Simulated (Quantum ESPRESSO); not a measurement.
Runs of Quantum ESPRESSO 7.5 on Te. The structure is trigonal, space group P3_121 (No. 152). Conventional cell: a = 4.454 Å, b = 4.454 Å, c = 5.924 Å, α = 90.00°, β = 90.00°, γ = 120.00°. Around Te (site symmetry 2) lie 2 Te at 2.86 Å. 

```csv
task,level,potentials or basis,cell,k mesh,cutoff (eV),SCF threshold,symmetry,form of the LDA correlation,mesh quality,gap on the mesh (eV),pressure (GPa),V0 of scaled cells (Å³/atom),B0 (GPa),largest force (eV/Å)
single point,PBEsol,GBRV 1.5 PBEsol,as given,7 × 7 × 5,612,6e-10 Ry,-,-,not flagged,0.58,-1.0,-,-,0.20
equation of state,PBEsol,GBRV 1.5 PBEsol,as given,7 × 7 × 5,612,6e-10 Ry,-,-,not flagged,-,-,33.28,52,-
equation of state,r2SCAN,SG15 PBE 1.2,as given,4 × 4 × 3,952,1e-08 Ry,off,-,coarse,-,-,34.27,50,-
equation of state,LDA,GBRV 1.5 LDA,as given,7 × 7 × 5,612,6e-10 Ry,-,PZ81,not flagged,-,-,32.68,55,-
band structure,PBEsol,GBRV 1.5 PBEsol,as given,7 × 7 × 5,612,6e-10 Ry,-,-,not flagged,-,-1.0,-,-,0.20
single point,PBEsol,GBRV 1.5 PBEsol,"atoms moved at random, drawn with an rms of 0.05 Å",7 × 7 × 5,612,6e-10 Ry,-,-,not flagged,0.44,-1.3,-,-,0.23
band structure,r2SCAN,SG15 PBE 1.2,as given,5 × 5 × 4,952,1e-08 Ry,off,-,not flagged,-,0.5,-,-,(a)
band structure,LDA,GBRV 1.5 LDA,as given,7 × 7 × 5,612,6e-10 Ry,-,PZ81,not flagged,-,(b),-,-,0.16
```

Alike in all rows: no spin polarisation; smearing fermi-dirac 0.05 eV.

Question: Estimate the missing entries.

Answer: (a) 0.28; (b) -1.9.

Caveats: some runs use coarse meshes; spin-orbit coupling is left out, which moves the levels of the heavy elements (some runs); the cell was scaled at fixed shape and fractional positions, which overstates the stiffness of a crystal with free parameters, most of all of layers and chains (some runs); an odd mesh through Γ misses points on the zone boundary, where band edges often lie (some runs); the potentials were made for another functional, which shifts forces and pressure (some runs); some levels on the path didn't converge (some runs).

A k mesh can miss the band edges, and the runs leave out spin-orbit coupling on Te.

The runs don't all hold the same shells in valence.
